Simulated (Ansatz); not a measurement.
Geometry optimisation in Ansatz: input, command and trajectory.

```yaml
crystal:
  lattice:
    - [3.5406923223, 0.0, 0.0]
    - [0.0, 3.5406923223, 0.0]
    - [0.0, 0.0, 5.1501180947]
  atoms:
    - { symbol: Hf, position: [0.5, 0.5, 0.5] }
    - { symbol: Hf, position: [0.0, 0.0, 0.0] }
    - { symbol: O, position: [0.0, 0.5, 0.6961635351] }
    - { symbol: O, position: [0.5, 0.0, 0.8038364649] }
    - { symbol: O, position: [0.5, 0.0, 0.3038364649] }
    - { symbol: O, position: [0.0, 0.5, 0.1961635351] }
basis:
  ecutwfc: 500
kpoints:
  mp_grid: { grid: [6, 6, 6] }
hamiltonian:
  xc: r2scan
scf:
  occupations: { method: gaussian, width: 0.02 }
output:
  forces: true
  stress: true
  eigenvalues: true
relax:
  adjacent_minimum: "off"
  f_tol: 0.01
  max_steps: 30
  cell: { stress_tol: 0.1, fix: [volume] }
```

```bash
ansatz run input.yaml --threads 1 --pin off --max-ram 2560MiB --backend cpu --events-out ev --progress --plain --runs-dir out
```

Computed with DFT r2SCAN, scalar-relativistic, plane waves, PAW in Ansatz 0.2.0.

The volume is held at 0.97 times that of the relaxed cell.

Of 6 frames 5 are shown, positions in Å and forces in eV/Å; the SCF threshold varies from step to step. Steps run on the plane waves of an earlier cell, with a Pulay correction in the pressure. The basis is chosen afresh for the last frame, the zero of the energies, and at times for earlier ones too; energy and pressure step there, also at an unchanged geometry.

```xyz
6
Lattice="3.5407 0.0000 0.0000 0.0000 3.5407 0.0000 0.0000 0.0000 5.1501" Properties=species:S:1:pos:R:3:forces:R:3 pbc="T T T" step=1 free_energy_over_end_meV_per_atom=2.09 pressure_GPa=8.45
Hf    1.7703    1.7703    2.5751    0.0000    0.0000    0.0000
Hf    0.0000    0.0000    0.0000    0.0000    0.0000    0.0000
O     0.0000    1.7703    3.5853    0.0000    0.0000    0.1770
O     1.7703    0.0000    4.1399    0.0000    0.0000   -0.1770
O     1.7703    0.0000    1.5648    0.0000    0.0000   -0.1770
O     0.0000    1.7703    1.0103    0.0000    0.0000    0.1770
6
Lattice="3.5463 0.0000 0.0000 0.0000 3.5463 0.0000 0.0000 0.0000 5.1340" Properties=species:S:1:pos:R:3:forces:R:3 pbc="T T T" step=2 free_energy_over_end_meV_per_atom=0.97 pressure_GPa=7.76
Hf    1.7731    1.7731    2.5670    0.0000    0.0000    0.0000
Hf    0.0000    0.0000    0.0000    0.0000    0.0000    0.0000
O     0.0000    1.7731    3.5842    0.0000    0.0000    0.1279
O     1.7731    0.0000    4.1168    0.0000    0.0000   -0.1279
O     1.7731    0.0000    1.5498    0.0000    0.0000   -0.1279
O     0.0000    1.7731    1.0172    0.0000    0.0000    0.1279
6
Lattice="3.5459 0.0000 0.0000 0.0000 3.5459 0.0000 0.0000 0.0000 5.1350" Properties=species:S:1:pos:R:3:forces:R:3 pbc="T T T" step=3 free_energy_over_end_meV_per_atom=0.08 pressure_GPa=6.42
Hf    1.7729    1.7729    2.5675    0.0000    0.0000    0.0000
Hf    0.0000    0.0000    0.0000    0.0000    0.0000    0.0000
O     0.0000    1.7729    3.6102    0.0000    0.0000   -0.0166
O     1.7729    0.0000    4.0924    0.0000    0.0000    0.0166
O     1.7729    0.0000    1.5248    0.0000    0.0000    0.0166
O     0.0000    1.7729    1.0427    0.0000    0.0000   -0.0166
6
Lattice="3.5501 0.0000 0.0000 0.0000 3.5501 0.0000 0.0000 0.0000 5.1228" Properties=species:S:1:pos:R:3:forces:R:3 pbc="T T T" step=4 free_energy_over_end_meV_per_atom=0.00 pressure_GPa=6.39
Hf    1.7751    1.7751    2.5614    0.0000    0.0000    0.0000
Hf    0.0000    0.0000    0.0000    0.0000    0.0000    0.0000
O     0.0000    1.7751    3.6008    0.0000    0.0000   -0.0006
O     1.7751    0.0000    4.0833    0.0000    0.0000    0.0006
O     1.7751    0.0000    1.5219    0.0000    0.0000    0.0006
O     0.0000    1.7751    1.0395    0.0000    0.0000   -0.0006
6
Lattice="3.5492 0.0000 0.0000 0.0000 3.5492 0.0000 0.0000 0.0000 5.1254" Properties=species:S:1:pos:R:3:forces:R:3 pbc="T T T" step=6 free_energy_over_end_meV_per_atom=0.00 pressure_GPa=6.44
Hf    1.7746    1.7746    2.5627    0.0000    0.0000    0.0000
Hf    0.0000    0.0000    0.0000    0.0000    0.0000    0.0000
O     0.0000    1.7746    3.6020    0.0000    0.0000    0.0001
O     1.7746    0.0000    4.0860    0.0000    0.0000   -0.0001
O     1.7746    0.0000    1.5233    0.0000    0.0000   -0.0001
O     0.0000    1.7746    1.0393    0.0000    0.0000    0.0001
```

Time: 57 s on 1 thread of Intel(R) Xeon(R) Platinum 8488C (Sapphire Rapids) (shared host), peak memory 0.59 GiB.

Spin–orbit coupling is left out, which can shift energies with elements as heavy as these.